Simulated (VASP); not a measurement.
SnTe:

```xyz
2
Lattice="0.0000 3.1509 3.1509 3.1509 0.0000 3.1509 3.1509 3.1509 0.0000" Properties=species:S:1:pos:R:3 pbc="T T T"
Te    3.1509    3.1509    3.1509
Sn    0.0000    0.0000    0.0000
```

Base run:

* Program: VASP 6.6.1
* Functional: RPBE
* Potentials or basis: VASP PAW PBE potentials, release 64 (Te, Sn_d)
* Cutoff: 520 eV
* k mesh: 7 × 7 × 7
* Occupations: fermi-dirac, width 0.05 eV
* Spin: no spin polarisation

Its results: pressure 3.6 GPa.

Q: The run is repeated on the same cell with these changes: functional from RPBE to revPBE; further incar settings from ALGO = Normal; EDIFF = 1e-06 to ALGO = Normal; EDIFF = 1e-07. What comes out?

A: Pressure 3.2 GPa.

Caveats: the PAW data sets were made with another functional, which shifts forces and pressure a little.
